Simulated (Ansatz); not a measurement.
NbN: the change of pressure and energy less free atoms with volume per atom

Periodic Kohn-Sham DFT of a crystal at fixed atoms; pressure and stress are positive in compression; the energy is the free energy less that of spherical unpolarised free atoms; site moments are those in the method's own spheres, positive along +z. The results are calculated, by Ansatz 0.2.0.

Cell of the first row (space group Fm-3m, No. 225):
```
NbN
1.0
      0.0000     2.1497     2.1497
      2.1497     0.0000     2.1497
      2.1497     2.1497     0.0000
Nb N
1 1
Direct
  0.50000 0.50000 0.50000
  0.00000 0.00000 0.00000
```

Settings of every row: method all-electron LAPW; functional PBE; relativity scalar; k mesh 13x13x13; filling fermi-dirac; smearing width 0.08 eV; basis error target 0.25 meV/atom; nucleus gaussian.

Atom start moment: 0 on all atoms.

| row | volume per atom (Å³) | pressure (GPa) | energy less free atoms (eV/atom) |
| --- | --- | --- | --- |
| 1 | 9.934 | 30.932 | -10.174 |
| 2 | 9.94 | 30.7 | -10.1751 |
| 3 | 10.146 | 22.117 | -10.2089 |
| 4 | 10.357 | 14.192 | -10.2328 |
| 5 | 10.463 | 10.535 | -10.2409 |
| 6 | 10.568 | 7.066 | -10.2467 |
| 7 | 10.674 | 3.778 | -10.2503 |
| 8 | 10.78 | 0.656 | -10.2517 |
| 9 | 10.991 | ? | ? |
| 10 | 11.202 | -10.291 | -10.2385 |

Question: what pressure and energy less free atoms should row 9 give?

Worked fit of pressure. Take u = (V_r/V)^(2/3) − 1 with V_r = 10.463 Å³ an atom, which is twice the finite (Eulerian) strain; such expansions in the strain, on which the Birch-Murnaghan equation of state is built, carry the rest volume and the bulk modulus. The shown rows have u = 0.03519, 0.03478, 0.02072, 0.00681, 0, -0.00663, -0.01322, -0.0197, -0.04448. Least squares give pressure = 10.5334 + 530.419 × u + 1404.91 × u² GPa; a straight line predicts inner rows, each left out in turn, worse (root mean square 0.88 against 0.022 GPa). The rows lie off it by -0.007, 0.019, -0.010, -0.019, 0.002, -0.012, 0.011, 0.027, -0.011 (root mean square 0.015 GPa). The pressure vanishes at u = -0.0210, or V = 10.8 Å³ an atom, and there the bulk modulus at fixed shape and fractions is B = −V dP/dV = (2/3)(1 + u) dP/du = 308 GPa. The withheld row has u = -0.03229, so the fit gives 10.5334 + 530.419 × (-0.03229) + 1404.91 × (-0.03229)² = -5.129 GPa.

The calculation gave -5.109 GPa. The fit lies 0.020 GPa (0.049 % of the column's range) below it; its largest miss of a shown row is 0.027 GPa.

Worked fit of energy less free atoms. Take u = (V_r/V)^(2/3) − 1 with V_r = 10.463 Å³ an atom, which is twice the finite (Eulerian) strain; such expansions in the strain, on which the Birch-Murnaghan equation of state is built, carry the rest volume and the bulk modulus. The shown rows have u = 0.03519, 0.03478, 0.02072, 0.00681, 0, -0.00663, -0.01322, -0.0197, -0.04448. Least squares give energy less free atoms = −10.2409 + 1.037 × u + 24.549 × u² eV/atom; a straight line predicts inner rows, each left out in turn, worse (root mean square 0.015 against 7.4e-05 eV/atom). The rows lie off it by 0.0000, 0.0000, 0.0000, -0.0001, 0.0000, 0.0000, 0.0000, 0.0001, 0.0000. Its lowest point lies at u = -0.0211, or V = 10.8 Å³ an atom, and the curvature there gives the bulk modulus at fixed shape and fractions, B = (4/9)(1 + u)² E″(u)/V = 310 GPa. The withheld row has u = -0.03229, so the fit gives −10.2409 + 1.037 × (-0.03229) + 24.549 × (-0.03229)² = -10.2488 eV/atom.

The calculation gave -10.2487 eV/atom. The fit lies 0.0001 eV/atom (0.13 % of the column's range) below it, one unit of the last digit.
